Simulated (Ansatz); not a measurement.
# Na (P6_3/mmc), a film clamped to a substrate

The calculation used DFT PBE, scalar-relativistic, plane waves, PAW in Ansatz. Cutoff 420 eV, Γ-centred 15×15×8 k-points, Gaussian smearing of 0.15 eV. No spin polarisation. Energies are free energies at this smearing, counted from the undisturbed cell; pressure is positive in compression.

Reference structure (as given, not relaxed at this level; it stands at -0.1 GPa; this form isn't the usual structure):

```
Na
1.0
     3.76700    0.00000    0.00000
    -1.88350    3.26232    0.00000
     0.00000    0.00000    6.15400
Na
2
Direct
  0.33333 0.66667 0.25000
  0.66667 0.33333 0.75000
```

The cell (2 atoms, V0 = 75.63 Å³) is strained by p along both x and y and by q along z, fractional coordinates fixed. τp = (1/V0) ∂E/∂p = (σxx + σyy)(1 + p)(1 + q) and τq = (1/V0) ∂E/∂q = σzz(1 + p)², with tension positive.

```csv
p,q,ΔE (meV/atom),τp (GPa),τq (GPa)
0.000,0.000,0.00,0.26,0.17
-0.025,0.000,1.22,-0.71,-0.04
0.025,0.000,3.95,1.05,0.39
0.000,-0.025,-0.02,0.02,-0.17
0.000,0.025,1.97,0.46,0.49
```

Problem. Get the second derivatives of the energy density.

Solution. Central differences give A = ∂τp/∂p = 35 GPa (C11 + C22 + 2 C12), C = ∂τq/∂q = 13.3 GPa (C33) and the cross term B = ∂τq/∂p = 8.6 GPa (C13 + C23); ∂τp/∂q = 8.6 GPa must equal B, and any difference shows higher-order terms. The ions are clamped.

Problem. A film of this crystal grows with z along the normal on a substrate that imposes p. How does its thickness respond, and what does the misfit cost?

Solution. Count p and q from the stress-free cell. A free surface needs τq = 0, so q = −(B/C) p = -0.65 p. The energy density left is (A − B²/C) p²/2 = M p², with the biaxial modulus M = 14.8 GPa; a misfit of 1 % costs 0.35 meV/atom, against 0.42 meV/atom if the thickness were held.

At p = -0.050 the energies along q are 17.1 (q = -0.050), 11.6 (q = -0.025), 8.8 (q = 0.000), 8.5 (q = 0.025), 10.5 (q = 0.050) meV/atom.

Problem. Does the linear rule hold at this misfit?

Solution. A parabola through the lowest point and its neighbours has its minimum at q = 0.015, 8.4 meV/atom. With the stress left in the starting cell, τp0 and τq0, linear elasticity gives q = −(τq0 + Bp)/C = 0.019 and E = V0(τp0 p + τq0 q + Ap²/2 + Bpq + Cq²/2)/N = 6.7 meV/atom. The energies differ by more than a tenth, so the quadratic law fails here: the gap holds the anharmonic part, with some error from the wide steps. Cubic terms also shift the vertex of so wide a parabola.

In a metal these slopes depend on the k mesh and the smearing.